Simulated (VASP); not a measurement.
All values below come from modified Becke-Johnson potential (mBJ) with spin-orbit coupling, VASP's PBE PAW potentials (set 64) (plane waves; VASP).

A VASP calculation is set up with these files.

### KPOINTS_OPT
```
k-points along high-symmetry lines
11
Line-mode
Reciprocal
  0.000000   0.000000   0.000000 ! GAMMA
 -0.500000  -0.500000   0.000000 ! X

 -0.500000  -0.500000   0.000000 ! X
 -0.375000  -0.375000   0.250000 ! U

 -0.375000   0.000000   0.375000 ! K
  0.000000   0.000000   0.000000 ! GAMMA

  0.000000   0.000000   0.000000 ! GAMMA
  0.000000   0.000000   0.500000 ! L

  0.000000   0.000000   0.500000 ! L
 -0.500000  -0.250000   0.250000 ! W

 -0.500000  -0.250000   0.250000 ! W
 -0.500000  -0.500000   0.000000 ! X
```

### KPOINTS
```
Automatic mesh
0
Gamma
6 6 6
0 0 0
```

INCAR:
```
# general
SYSTEM    =AlSb
PREC      =Accurate
ENCUT     =350
LREAL     =.FALSE.
LASPH     =.TRUE.

# electronic loop
EDIFF     =1E-6
NELM      =200
ALGO      =Normal
LMAXMIX   =4
LMIXTAU   =.TRUE.

# smearing
ISMEAR    =0
SIGMA     =0.05

# functional
METAGGA   =MBJ
GGA_COMPAT=.FALSE.

# spin
MAGMOM    =6*0
LSORBIT   =.TRUE.

# ions
ISIF      =0

# output
LWAVE     =.FALSE.
LCHARG    =.FALSE.
```

POSCAR:
```
AlSb
1
    0.0000000000     3.1157217821     3.1157217821
    3.1157217821     0.0000000000     3.1157217821
    3.1157217821     3.1157217821     0.0000000000
Al Sb
1 1
Direct
  0.0000000000   0.0000000000   0.0000000000
  0.2500000000   0.2500000000   0.2500000000
```

POTCAR, in this order: Al Sb (PBE.64 set). Program: vasp_ncl. Read from the step before: WAVECAR.

The run wrote:

**OSZICAR**
```
       N       E                     dE             d eps       ncg     rms          rms(c)
DAV:   1     0.330428426809E+03    0.33043E+03   -0.10889E+00   712   0.832E+00    0.239E+00
DAV:   2     0.330525428277E+03    0.97001E-01   -0.38798E-01   736   0.491E+00    0.141E+00
DAV:   3     0.330623148713E+03    0.97720E-01   -0.56636E-02   832   0.188E+00    0.838E-01
DAV:   4     0.330745004092E+03    0.12186E+00   -0.40874E-02   752   0.149E+00    0.204E-01
DAV:   5     0.330779406981E+03    0.34403E-01   -0.13982E-02   704   0.940E-01    0.176E-01
DAV:   6     0.330777191975E+03   -0.22150E-02   -0.40943E-03   720   0.560E-01    0.144E-01
DAV:   7     0.330782054642E+03    0.48627E-02   -0.41297E-04   776   0.185E-01    0.509E-02
DAV:   8     0.330808507701E+03    0.26453E-01   -0.84458E-04   800   0.232E-01    0.291E-02
DAV:   9     0.330819051637E+03    0.10544E-01   -0.85827E-04   704   0.249E-01    0.285E-02
DAV:  10     0.330812530016E+03   -0.65216E-02   -0.13466E-04   720   0.991E-02    0.195E-02
DAV:  11     0.330815463730E+03    0.29337E-02   -0.41545E-05   768   0.546E-02    0.116E-02
DAV:  12     0.330814577237E+03   -0.88649E-03   -0.98641E-06   784   0.265E-02    0.627E-03
DAV:  13     0.330814674227E+03    0.96990E-04   -0.32411E-07   552   0.473E-03    0.647E-03
DAV:  14     0.330814566967E+03   -0.10726E-03   -0.25246E-08   376   0.155E-03    0.601E-03
DAV:  15     0.330814639617E+03    0.72650E-04   -0.26302E-08   360   0.134E-03    0.413E-03
DAV:  16     0.330815121516E+03    0.48190E-03   -0.84455E-07   552   0.785E-03    0.101E-02
DAV:  17     0.330815492990E+03    0.37147E-03   -0.73151E-08   360   0.229E-03    0.588E-03
DAV:  18     0.330815797347E+03    0.30436E-03   -0.38604E-08   376   0.168E-03    0.367E-03
DAV:  19     0.330815931448E+03    0.13410E-03   -0.25709E-08   360   0.146E-03    0.162E-03
DAV:  20     0.330816006973E+03    0.75526E-04   -0.48994E-09   376   0.635E-04    0.110E-03
DAV:  21     0.330816170432E+03    0.16346E-03   -0.37557E-09   360   0.605E-04    0.535E-04
DAV:  22     0.330816239329E+03    0.68897E-04   -0.44055E-09   376   0.595E-04    0.220E-04
DAV:  23     0.330816279284E+03    0.39955E-04   -0.12450E-09   376   0.324E-04    0.906E-05
DAV:  24     0.330816311745E+03    0.32461E-04   -0.47014E-10   376   0.214E-04    0.189E-05
DAV:  25     0.330816328703E+03    0.16958E-04   -0.37914E-10   360   0.174E-04    0.316E-05
DAV:  26     0.330816329162E+03    0.45869E-06   -0.12236E-10   352   0.104E-04
   1 F= 0.33081633E+03 E0= 0.33081633E+03  d E =-.297162E-12  mag=     0.0000     0.0000     0.0000
       N       E                     dE             ncg
       N       E                     dE             ncg
       N       E                     dE             ncg
```

OUTCAR:
```
------------------------ aborting loop because EDIFF is reached ----------------------------------------
  volume of cell :       60.49
      direct lattice vectors                 reciprocal lattice vectors
     0.000000000  3.115721782  3.115721782    -0.160476459  0.160476459  0.160476459
     3.115721782  0.000000000  3.115721782     0.160476459 -0.160476459  0.160476459
     3.115721782  3.115721782  0.000000000     0.160476459  0.160476459 -0.160476459
 POSITION                                       TOTAL-FORCE (eV/Angst)
 -----------------------------------------------------------------------------------
      0.00000      0.00000      0.00000         0.000000      0.000000      0.000000
      1.55786      1.55786      1.55786        -0.000000     -0.000000     -0.000000
 -----------------------------------------------------------------------------------
    total drift:                                0.000000      0.000000      0.000000
  FREE ENERGIE OF THE ION-ELECTRON SYSTEM (eV)
  ---------------------------------------------------
  free  energy   TOTEN  =       330.8163291619 eV

  energy  without entropy=      330.8163291619  energy(sigma->0) =      330.81632916

     CMBJ =    1.0000

     CMBJA=   -0.0120

     CMBJB=    1.0230

     CMBJE=    0.5000

    CMBJ =    1.1593

 Ion:    1  E_soc:     -0.0002208

 Ion:    2  E_soc:     -0.1148267
```
(Selected blocks of OUTCAR.)

File OUTCAR:
```
 val. band max:        4.2576370088   @ k =   0.0000   0.0000   0.0000

 cond. band min:       5.8253444486   @ k =   0.5000   0.0000   0.0000


 Fermi energy:         4.4845414930

 k-point     1 :       0.0000    0.0000    0.0000
  band No.  band energies     occupation
      1      -6.2337      1.00000
      2      -6.2337      1.00000
      3       3.6369      1.00000
      4       3.6369      1.00000
      5       4.2576      1.00000
      6       4.2576      1.00000
      7       4.2576      1.00000
      8       4.2576      1.00000
      9       5.9978      0.00000
     10       5.9978      0.00000
     11       7.4959      0.00000
     12       7.4959      0.00000
     13       7.5488      0.00000
     14       7.5488      0.00000
     15       7.5488      0.00000
     16       7.5488      0.00000

 k-point     2 :       0.1667    0.0000    0.0000
  band No.  band energies     occupation
      1      -5.9987      1.00000
      2      -5.9987      1.00000
      3       2.1441      1.00000
      4       2.1441      1.00000
      5       3.6139      1.00000
      6       3.6139      1.00000
      7       3.9767      1.00000
      8       3.9779      1.00000
      9       6.4534      0.00000
     10       6.4534      0.00000
     11       7.9218      0.00000
     12       7.9218      0.00000
     13       7.9750      0.00000
     14       7.9907      0.00000
     15       8.6747      0.00000
     16       8.6747      0.00000

 k-point     3 :      -0.1667    0.0000    0.0000
  band No.  band energies     occupation
      1      -5.9987      1.00000
      2      -5.9987      1.00000
      3       2.1441      1.00000
      4       2.1441      1.00000
      5       3.6139      1.00000
      6       3.6139      1.00000
      7       3.9767      1.00000
      8       3.9779      1.00000
      9       6.4534      0.00000
     10       6.4534      0.00000
     11       7.9218      0.00000
     12       7.9218      0.00000
     13       7.9750      0.00000
...
```

mBJ is a potential without an energy functional, so only the levels count.

The compound is AlSb in the zinc blende structure. It was relaxed first. The cell's shape comes from a PBE relaxation.
